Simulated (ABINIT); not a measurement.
Crystal: Hf.

```
Hf
1.0
     0.00000    2.22000    2.22000
     2.22000    0.00000    2.22000
     2.22000    2.22000    0.00000
Hf
1
Direct
  0.00000 0.00000 0.00000
```

This isn't the form of Hf at room conditions, which is hcp.

* Program: ABINIT 10.8.3 (patched build)
* Task: single point
* Functional: PBEsol
* Potentials or basis: PseudoDojo NC SR PBEsol v0.4.1 standard
* Cutoff: 789 eV
* k mesh: 10 × 10 × 10
* Occupations: fermi-dirac, width 0.05 eV
* Spin: no spin polarisation

On this cell: pressure -1.3 GPa; band gap on the k mesh none (metal or under the smearing width).

The same run follows on a disturbed copy (cell strained at random at fixed volume):

```xyz
1
Lattice="-0.0435 2.2075 2.2134 2.1628 -0.0427 2.2126 2.1720 2.2159 -0.0519" Properties=species:S:1:pos:R:3 pbc="T T T"
Hf   -0.0318   -0.0028   -0.0204
```

Task: What does the disturbed cell give?

Result: The energy (extrapolated to zero smearing) moves by +8.5 meV/atom; pressure -1.2 GPa; band gap on the k mesh none (metal or under the smearing width).

Stress tensor (GPa, compression positive):
```
-0.56  1.24  1.74
 1.24 -1.46  1.60
 1.74  1.60 -1.61
```
